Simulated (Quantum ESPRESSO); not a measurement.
**MnO2: orders under biaxial strain**

Aim: follow moments and order energies of MnO2 with biaxial strain.

Program: Quantum ESPRESSO 7.5. Level of theory: PBE with U = 2.4 eV on Mn d (ortho-atomic projectors); plane waves with GBRV 1.5 PBE potentials, no spin-orbit coupling. Results are calculated unless marked as measured.

## Step 1: The starting structure

It takes space group P-3m1 (No. 164, trigonal). Conventional cell: a = 2.857 Å, b = 2.857 Å, c = 4.601 Å, α = 90.00°, β = 90.00°, γ = 120.00°. Nearest to Mn lie 6 O at 1.90 Å. O has 3 Mn at 1.90 Å nearest. Farther neighbours and most contacts between anions are not listed.

Structure file:

```cif
data_structure
_symmetry_space_group_name_H-M 'P 1'
_symmetry_Int_Tables_number 1
_cell_length_a 2.8566
_cell_length_b 2.8566
_cell_length_c 4.6014
_cell_angle_alpha 90.000
_cell_angle_beta 90.000
_cell_angle_gamma 120.000
_cell_volume 32.52
loop_
_atom_site_label
_atom_site_type_symbol
_atom_site_fract_x
_atom_site_fract_y
_atom_site_fract_z
_atom_site_occupancy
Mn1 Mn 0.00000 0.00000 0.50000 1
O2 O 0.66667 0.33333 0.29371 1
O3 O 0.33333 0.66667 0.70629 1
```

The cell comes from Materials Project 2023-11-01, a database of computed structures, and need not be the stable phase.

## Step 2: Biaxial 0.94, ferro +

Lengths in the Cartesian xy plane scale by the factor; z is kept. Atoms keep their fractional places. Seeded atoms are those given a starting moment.

Contents of pw.in:

```
&CONTROL
  calculation = 'scf'
  prefix = 'pwscf'
  outdir = './tmp'
  pseudo_dir = './pseudo'
  disk_io = 'nowf'
  tprnfor = .true.
  tstress = .true.
/
&SYSTEM
  ibrav = 0
  celldm(1) = 8
  nat = 3
  ntyp = 2
  ecutwfc = 40
  ecutrho = 280
  nbnd = 23
  occupations = 'smearing'
  smearing = 'fd'
  degauss = 0.00734986
  nspin = 2
  starting_magnetization(1) = 0.3
  starting_magnetization(2) = 0
/
&ELECTRONS
  conv_thr = 6d-09
  electron_maxstep = 150
  mixing_beta = 0.3
/
ATOMIC_SPECIES
Mn     54.9380 mn_pbe_v1.5.uspp.F.UPF
O      15.9990 o_pbe_v1.2.uspp.F.UPF
CELL_PARAMETERS alat
   0.6342826737091    0.0000000000000    0.0000000000000
  -0.3171413368546    0.5493049086292    0.0000000000000
   0.0000000000000    0.0000000000000    1.0869170960348
ATOMIC_POSITIONS crystal
Mn      0.0000000000    0.0000000000    0.5000000000
O       0.6666666700    0.3333333300    0.2937074300
O       0.3333333300    0.6666666700    0.7062925700
K_POINTS automatic
8 8 8 0 0 0
HUBBARD {ortho-atomic}
U Mn-3d 2.4000
```

Started as:

```console
OMP_NUM_THREADS=1 mpirun -n 2 pw.x -nk 2 -in pw.in > pw.out
```

Output:

```text
Program PWSCF v.7.5 starts

     Message from routine setup:
     using ibrav=0 with symmetry is DISCOURAGED, use correct ibrav instead

     K-points division:     npool     =       2
     Subspace diagonalization in iterative solution of the eigenvalue problem:

     bravais-lattice index     =            0
     lattice parameter (alat)  =       8.0000  a.u.
     unit-cell volume          =     193.8933 (a.u.)^3
     number of atoms/cell      =            3
     number of atomic types    =            2
     number of electrons       =        27.00
     number of Kohn-Sham states=           23
     kinetic-energy cutoff     =      40.0000  Ry
     charge density cutoff     =     280.0000  Ry
     scf convergence threshold =      6.0E-09
     mixing beta               =       0.3000
     number of iterations used =            8  plain     mixing
     Exchange-correlation= SLA  PW   PBE  PBE
                           (   1   4   3   4   0   0   0)
     Hubbard projectors: ortho-atomic
     Hubbard parameters of DFT+U (Dudarev formulation) in eV:
     U(Mn-3d) =  2.4000

     Internal variables: lda_plus_u =T, lda_plus_u_kind = 0

     Internal variables: orbital_resolved =F, hub_pot_fix =F, apply_U = F

     celldm(1)=   8.000000  celldm(2)=   0.000000  celldm(3)=   0.000000
     celldm(4)=   0.000000  celldm(5)=   0.000000  celldm(6)=   0.000000

     crystal axes: (cart. coord. in units of alat)
               a(1) = (   0.634283   0.000000   0.000000 )
               a(2) = (  -0.317141   0.549305   0.000000 )
               a(3) = (   0.000000   0.000000   1.086917 )

     reciprocal axes: (cart. coord. in units 2 pi/alat)
               b(1) = (  1.576584  0.910241 -0.000000 )
               b(2) = (  0.000000  1.820483  0.000000 )
               b(3) = (  0.000000 -0.000000  0.920033 )

     PseudoPot. # 1 for Mn read from file:
     mn_pbe_v1.5.uspp.F.UPF
     Pseudo is Ultrasoft + core correction, Zval = 15.0

     PseudoPot. # 2 for O  read from file:
     o_pbe_v1.2.uspp.F.UPF
     Pseudo is Ultrasoft + core correction, Zval =  6.0

     atomic species   valence    mass     pseudopotential
     Mn               15.00    54.93800     Mn( 1.00)
     O                 6.00    15.99900     O ( 1.00)

     Starting magnetic structure
     atomic species   magnetization
     Mn              0.300
     O               0.000

     12 Sym. Ops., with inversion, found

   Cartesian axes

     site n.     atom                  positions (alat units)
         1        Mn     tau(   1) = (   0.0000000   0.0000000   0.5434585  )
         2        O      tau(   2) = (   0.3171413   0.1831016   0.3192356  )
         3        O      tau(   3) = (  -0.0000000   0.3662033   0.7676815  )

     number of k points=    65  Fermi-Dirac smearing, width (Ry)=  0.0073
                       cart. coord. in units 2pi/alat
        k(    1) = (   0.0000000   0.0000000   0.0000000), wk =   0.0019531
        k(    2) = (   0.0000000   0.0000000   0.1150042), wk =   0.0039062
        k(    3) = (   0.0000000   0.0000000   0.2300083), wk =   0.0039062
        k(    4) = (   0.0000000   0.0000000   0.3450125), wk =   0.0039062
        k(    5) = (   0.0000000   0.0000000  -0.4600167), wk =   0.0019531
        [... 60 further k-points ...]

     Dense  grid:    15389 G-vectors     FFT dimensions: (  27,  27,  48)

     Smooth grid:     6605 G-vectors     FFT dimensions: (  24,  24,  36)

     Check: negative core charge=   -0.000044
     Generating pointlists ...
     new r_m :   0.1771 (alat units)  1.4170 (a.u.) for type    1
     new r_m :   0.1771 (alat units)  1.4170 (a.u.) for type    2

     Initial potential from superposition of free atoms

     starting charge      26.4999, renormalised to      27.0000

     STARTING HUBBARD OCCUPATIONS:

     =================== HUBBARD OCCUPATIONS ===================
     ------------------------ ATOM    1 ------------------------
     Tr[ns(  1)] (up, down, total) =   5.00000  0.00000  5.00000
     Atomic magnetic moment for atom   1 =   5.00000
     [... lines left out ...]
     Number of occupied Hubbard levels =    5.0000

     Atomic wfc used for Hubbard projectors are orthogonalized

     Starting wfcs are   21 randomized atomic wfcs +    2 random wfcs

     Self-consistent Calculation

     iteration #  1     ecut=    40.00 Ry     beta= 0.30
     Davidson diagonalization with overlap
     ethr =  1.00E-02,  avg # of iterations =  4.9

     =================== HUBBARD OCCUPATIONS ===================
     ------------------------ ATOM    1 ------------------------
     Tr[ns(  1)] (up, down, total) =   3.59715  0.49093  4.08808
     Atomic magnetic moment for atom   1 =   3.10622
     [... lines left out ...]
     Number of occupied Hubbard levels =    4.0881

     total energy              =    -275.21784907 Ry
     estimated scf accuracy    <       2.03784273 Ry

     total magnetization       =     3.00 Bohr mag/cell
     absolute magnetization    =     3.25 Bohr mag/cell

     iteration #  2     ecut=    40.00 Ry     beta= 0.30
     Davidson diagonalization with overlap
     ethr =  7.55E-03,  avg # of iterations =  1.5

     total energy              =    -275.60542678 Ry
     estimated scf accuracy    <       0.43948958 Ry

     total magnetization       =     3.00 Bohr mag/cell
     absolute magnetization    =     3.16 Bohr mag/cell

     [... further iterations left out ...]

     iteration # 13     ecut=    40.00 Ry     beta= 0.30
     Davidson diagonalization with overlap
     ethr =  9.88E-11,  avg # of iterations =  2.0

     negative rho (up, down):  0.000E+00 9.071E-05

     total energy              =    -275.70580559 Ry
     estimated scf accuracy    <       0.00000004 Ry

     total magnetization       =     3.00 Bohr mag/cell
     absolute magnetization    =     3.05 Bohr mag/cell

     iteration # 14     ecut=    40.00 Ry     beta= 0.30
     Davidson diagonalization with overlap
     ethr =  9.88E-11,  avg # of iterations =  1.5

     negative rho (up, down):  0.000E+00 9.067E-05

     Magnetic moment per site  (integrated on atomic sphere of radius R)
     atom   1 (R=0.177)  charge= 11.5288  magn=  2.4558
     atom   2 (R=0.177)  charge=  5.1234  magn=  0.0480
     atom   3 (R=0.177)  charge=  5.1234  magn=  0.0480

     End of self-consistent calculation

     =================== HUBBARD OCCUPATIONS ===================
     ------------------------ ATOM    1 ------------------------
     Tr[ns(  1)] (up, down, total) =   3.98929  1.15097  5.14026
     Atomic magnetic moment for atom   1 =   2.83832
     [... lines left out ...]
     Number of occupied Hubbard levels =    5.1403

     Number of k-points >= 100: set verbosity='high' to print the bands.

     the Fermi energy is    10.3470 ev

!    total energy              =    -275.70580568 Ry
     estimated scf accuracy    <          2.2E-10 Ry
     smearing contrib. (-TS)   =      -0.00000196 Ry
     internal energy E=F+TS    =    -275.70580373 Ry

     The total energy is F=E-TS. E is the sum of the following terms:
     one-electron contribution =    -193.50624591 Ry
     hartree contribution      =     109.68250471 Ry
     xc contribution           =     -41.39201959 Ry
     ewald contribution        =    -150.60965355 Ry
     Hubbard energy            =       0.11961061 Ry

     total magnetization       =     3.00 Bohr mag/cell
     absolute magnetization    =     3.05 Bohr mag/cell

     convergence has been achieved in  14 iterations

     negative rho (up, down):  0.000E+00 9.067E-05

     Forces acting on atoms (cartesian axes, Ry/au):

     atom    1 type  1   force =     0.00000000    0.00000000    0.00000000
     atom    2 type  2   force =     0.00000000    0.00000000   -0.09427667
     atom    3 type  2   force =     0.00000000    0.00000000    0.09427667

     Total force =     0.133327     Total SCF correction =     0.000032

     Computing stress (Cartesian axis) and pressure

     negative rho (up, down):  0.000E+00 9.067E-05
          total   stress  (Ry/bohr**3)                   (kbar)     P=      480.13
   0.00391854   0.00000000  -0.00000000          576.44        0.00       -0.00
   0.00000000   0.00391854  -0.00000000            0.00      576.44       -0.00
   0.00000000   0.00000000   0.00195452            0.00        0.00      287.52

=------------------------------------------------------------------------------=
   JOB DONE.
=------------------------------------------------------------------------------=
```

Run time: 26 s. Hardware: 2 MPI ranks of Arm Neoverse V2, shared host; peak memory 0.21 GiB.

Spin moment in the atom's sphere by atom:

| atom | spin moment in the atom's sphere (μB) |
| --- | --- |
| Mn1 | 2.46 |
| O2 | 0.05 |
| O3 | 0.05 |

This step gave:

| Property | Result |
| --- | --- |
| smearing term TS | 2.66e-5 eV |
| pressure | 48.01 GPa |
| magnetization | 3 μB |
| absolute magnetization | 3.045 μB |
| final state | ferromagnetic |

## Step 3: Biaxial 0.94, no spin polarisation

pw.in: that of step 2 with these lines changed.

```diff
@@ -16,3 +16,3 @@
   ecutrho = 280
-  nbnd = 23
+  nbnd = 21
   occupations = 'smearing'
@@ -20,5 +20,2 @@
   degauss = 0.00734986
-  nspin = 2
-  starting_magnetization(1) = 0.3
-  starting_magnetization(2) = 0
 /
```

Output:

```text
     [... lines left out ...]
Program PWSCF v.7.5 starts
     [... lines left out ...]
     number of atoms/cell      =            3
     [... lines left out ...]
     number of electrons       =        27.00
     number of Kohn-Sham states=           21
     kinetic-energy cutoff     =      40.0000  Ry
     charge density cutoff     =     280.0000  Ry
     scf convergence threshold =      6.0E-09
     [... lines left out ...]
     12 Sym. Ops., with inversion, found
     [... lines left out ...]
     number of k points=    65  Fermi-Dirac smearing, width (Ry)=  0.0073
     [... lines left out ...]
     iteration # 14     ecut=    40.00 Ry     beta= 0.30
     [... lines left out ...]
     Tr[ns(  1)] =   5.38605
     [... lines left out ...]
     the Fermi energy is     9.9682 ev
!    total energy              =    -275.56532195 Ry
     estimated scf accuracy    <          3.4E-09 Ry
     smearing contrib. (-TS)   =      -0.00867483 Ry
     [... lines left out ...]
     convergence has been achieved in  14 iterations
     [... lines left out ...]
     Total force =     0.123309     Total SCF correction =     0.000079
     [... lines left out ...]
          total   stress  (Ry/bohr**3)                   (kbar)     P=      318.35
     [... lines left out ...]
```

Elapsed: 12 s, on 2 MPI ranks; peak memory 0.18 GiB.

This step gave:

```
smearing term TS : 0.1180 eV
pressure         : 31.84 GPa
final state      : non-magnetic (no spin polarisation)
```

## Step 4: Biaxial 1.06, ferro +

pw.in: that of step 3 with these lines changed.

```diff
@@ -16,3 +16,3 @@
   ecutrho = 280
-  nbnd = 21
+  nbnd = 23
   occupations = 'smearing'
@@ -20,2 +20,5 @@
   degauss = 0.00734986
+  nspin = 2
+  starting_magnetization(1) = 0.3
+  starting_magnetization(2) = 0
 /
@@ -30,4 +33,4 @@
 CELL_PARAMETERS alat
-   0.6342826737091    0.0000000000000    0.0000000000000
-  -0.3171413368546    0.5493049086292    0.0000000000000
+   0.7152549299253    0.0000000000000    0.0000000000000
+  -0.3576274649627    0.6194289395171    0.0000000000000
    0.0000000000000    0.0000000000000    1.0869170960348
```

Output:

```text
     [... lines left out ...]
Program PWSCF v.7.5 starts
     [... lines left out ...]
     number of atoms/cell      =            3
     [... lines left out ...]
     number of electrons       =        27.00
     number of Kohn-Sham states=           23
     kinetic-energy cutoff     =      40.0000  Ry
     charge density cutoff     =     280.0000  Ry
     scf convergence threshold =      6.0E-09
     [... lines left out ...]
     12 Sym. Ops., with inversion, found
     [... lines left out ...]
     number of k points=    65  Fermi-Dirac smearing, width (Ry)=  0.0073
     [... lines left out ...]
     iteration # 15     ecut=    40.00 Ry     beta= 0.30
     [... lines left out ...]
     Magnetic moment per site  (integrated on atomic sphere of radius R)
     atom   1 (R=0.194)  charge= 11.9152  magn=  2.9564
     atom   2 (R=0.194)  charge=  5.3771  magn= -0.1727
     atom   3 (R=0.194)  charge=  5.3771  magn= -0.1727
     [... lines left out ...]
     Tr[ns(  1)] (up, down, total) =   4.17697  0.84486  5.02183
     [... lines left out ...]
     the Fermi energy is     6.5659 ev
!    total energy              =    -275.75239760 Ry
     estimated scf accuracy    <          2.3E-10 Ry
     smearing contrib. (-TS)   =      -0.00002661 Ry
     [... lines left out ...]
     total magnetization       =     3.00 Bohr mag/cell
     absolute magnetization    =     3.76 Bohr mag/cell
     convergence has been achieved in  15 iterations
     [... lines left out ...]
     Total force =     0.039174     Total SCF correction =     0.000016
     [... lines left out ...]
          total   stress  (Ry/bohr**3)                   (kbar)     P=     -118.62
     [... lines left out ...]
```

Run time: 31 s. Hardware: 2 MPI ranks; peak memory 0.24 GiB.

Read from the output:

```yaml
smearing_term_ts: 3.62e-4 eV
pressure: -11.86 GPa
magnetization: 3 μB
absolute_magnetization: 3.763 μB
final_state: ferromagnetic
largest_moment: 2.956 μB
```

## Step 5: Trends

The runs not shown differ from these in the moved quantity alone.

States, by row:

| biaxial | ferro + | no spin polarisation |
| --- | --- | --- |
| 0.94 | ferromagnetic | non-magnetic |
| 0.96 | ferromagnetic | non-magnetic |
| 0.98 | ferromagnetic | non-magnetic |
| 1 | ferromagnetic | non-magnetic |
| 1.02 | ferromagnetic | non-magnetic |
| 1.04 | ferromagnetic | non-magnetic |
| 1.06 | ferromagnetic | non-magnetic |

Table of largest site moment, ferro + by biaxial:

| biaxial (factor) | largest site moment, ferro + (μB) |
| --- | --- |
| 0.9400 | 2.46 |
| 0.9600 | 2.53 |
| 0.9800 | 2.60 |
| 1.0000 | 2.68 |
| 1.0200 | 2.77 |
| 1.0400 | 2.86 |
| 1.0600 | 2.96 |

Energy less that of the parallel start, no spin polarisation against biaxial:

| biaxial (factor) | energy less that of the parallel start, no spin polarisation (meV a seeded atom) |
| --- | --- |
| 0.9400 | 1911 |
| 0.9600 | 2078 |
| 0.9800 | 2230 |
| 1.0000 | 2370 |
| 1.0200 | 2500 |
| 1.0400 | 2623 |
| 1.0600 | 2742 |

Energy over the lowest against biaxial; values in meV an atom:

| biaxial (factor) | ferro + | no spin polarisation |
| --- | --- | --- |
| 0.9400 | 259 | 897 |
| 0.9600 | 136 | 829 |
| 0.9800 | 55.8 | 799 |
| 1.0000 | 12.4 | 802 |
| 1.0200 | 0 | 833 |
| 1.0400 | 13.5 | 888 |
| 1.0600 | 48.1 | 962 |

## Step 6: Outcome

| Quantity | Value |
| --- | --- |
| moment, parallel start | 2.46 to 2.96 μB |
| states met from these starts | ferromagnetic |

**Reading.** The moment of the parallel start goes from 2.46 μB at 0.94 to 2.96 μB at 1.06. The net moment of the cell goes from 3 to 3 μB. The radius of the spheres follows the nearest distance, so part of the change of the site moments is the spheres'. Only a parallel start was run beside the spinless one, so opposed or spiral orders, which may lie lower, are not probed. Energies are free energies at an electronic temperature of 1160 K, which lowers moments and differences where the moments are itinerant.

[Logs and program files are shortened in this print: banners, set-up blocks, solver, clock and traceback lines can be left out without a mark of their own.]

[Logs are printed without paths, hosts, clocks, repeated set-up lines and the standing remarks that a program may print on its own settings, such as how far it seeks lower states.]

[Hosts, paths, dates, database ids (printed as entryN), source tags and the programs' standing remarks are cut or masked in the printed files.]

[Where a cell is said to come from a database of computed structures, the database is the Materials Project.]
